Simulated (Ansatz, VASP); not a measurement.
**One calculation of Ga, two programs**

```xyz
1
Lattice="-1.3657 1.3657 2.2800 1.3657 -1.3657 2.2800 1.3657 1.3657 -2.2800" Properties=species:S:1:pos:R:3 pbc="T T T"
Ga    0.0000    0.0000    0.0000
```

Change from the starting cell: volume scaled by 0.96.

Alike in both runs: task single point; functional PBEsol; k mesh 13 × 13 × 13; occupations fermi-dirac, width 0.05 eV; no spin polarisation.

|  | VASP | Ansatz |
| --- | --- | --- |
| version | VASP 6.6.1 | Ansatz 0.2.0 |
| potentials or method | VASP PAW PBE potentials, release 64 (Ga_d) | Ansatz PAW |
| plane-wave cutoff (eV) | 520 | 420 |
| valence electrons in the cell | 13 | 13 |

Ansatz gave:

- gap on the k mesh at the Fermi level (eV): none
- pressure (GPa): 2.5
- largest component of the traceless stress (GPa): 0.42

**Question.** What did VASP give for the same quantities?

**Answer.** gap on the k mesh at the Fermi level (eV): none; pressure (GPa): 2.5; largest component of the traceless stress (GPa): 0.43.

A gap of «none» marks a metal or a gap that the smearing closes.

Caveats: the PAW data sets were made with another functional, which shifts forces and pressure a little (VASP); the PAW data sets come from PBE, with cores solved anew for the run's functional, which leaves a small shift of forces and pressure (Ansatz).
